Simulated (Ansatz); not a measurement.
Fe: band structure with RPBE

Fe:

```
Fe
1.0
    -1.44300    1.44300    1.44300
     1.44300   -1.44300    1.44300
     1.44300    1.44300   -1.44300
Fe
1
Direct
  0.00000 0.00000 0.00000
```

```yaml
Program: Ansatz 0.2.0
Task: band structure
Functional: RPBE
Potentials_or_basis: Ansatz PAW
Cutoff: "420 eV (not typed: the program's choice for these potentials)"
k_mesh: 13 × 13 × 13
Occupations: fermi-dirac, width 0.05 eV
Spin: collinear spin, ferromagnetic start
Starting_moments: "[3.0] μB"
Path: "[[\"G\", \"H\", \"N\", \"G\", \"P\", \"H\"], [\"P\", \"N\"]]"
Points_for_each_segment_of_the_path: 14
```

| Item | Value |
| --- | --- |
| Pressure | -3.4 GPa |
| Band gap on the k mesh | none (metal or under the smearing width) |
| Net moment | 2.30 μB per cell |
| Absolute moment | 2.46 μB per cell |
| Site moments | Fe +2.37 μB |

Levels at the corners of the path, in eV from the Fermi level:
Spin up:
| point | band 5 | band 6 | band 7 | band 8 | band 9 | band 10 | band 11 | band 12 | band 13 | band 14 |
| --- | --- | --- | --- | --- | --- | --- | --- | --- | --- | --- |
| Γ | -8.14 | -2.21 | -2.21 | -2.21 | -1.09 | -1.09 | 23.92 | 23.92 | 23.92 | 29.00 |
| H | -4.54 | -4.54 | 0.03 | 0.03 | 0.03 | 9.51 | 9.51 | 9.51 | 15.03 | 15.03 |
| N | -4.64 | -3.20 | -1.03 | -0.92 | 0.28 | 0.52 | 6.86 | 17.65 | 19.27 | 22.55 |
| Γ | -8.14 | -2.21 | -2.21 | -2.21 | -1.09 | -1.09 | 23.92 | 23.92 | 23.92 | 29.00 |
| P | -3.06 | -3.06 | -3.06 | -0.89 | -0.89 | 8.25 | 8.25 | 8.25 | 10.11 | 37.19 |
| H | -4.54 | -4.54 | 0.03 | 0.03 | 0.03 | 9.51 | 9.51 | 9.51 | 15.03 | 15.03 |
| P | -3.06 | -3.06 | -3.06 | -0.89 | -0.89 | 8.25 | 8.25 | 8.25 | 10.11 | 37.19 |
| N | -4.64 | -3.20 | -1.03 | -0.92 | 0.28 | 0.52 | 6.86 | 17.65 | 19.27 | 22.55 |
Spin down:
```csv
point,band 5,band 6,band 7,band 8,band 9,band 10
Γ,-8.06,-0.12,-0.12,-0.12,1.86,1.86
H,-2.61,-2.61,2.42,2.42,2.42,9.72
N,-3.31,-1.33,0.52,1.70,2.10,2.71
Γ,-8.06,-0.12,-0.12,-0.12,1.86,1.86
P,-1.57,-1.57,-1.57,2.14,2.14,9.14
H,-2.61,-2.61,2.42,2.42,2.42,9.72
P,-1.57,-1.57,-1.57,2.14,2.14,9.14
N,-3.31,-1.33,0.52,1.70,2.10,2.71
```

Run time: 4.3 s on 2 threads of Intel(R) Xeon(R) Processor @ 2.70GHz (shared host), peak memory 0.32 GiB.

Caveat: the PAW data sets come from PBE, with cores solved anew for the run's functional, which leaves a small shift of forces and pressure.
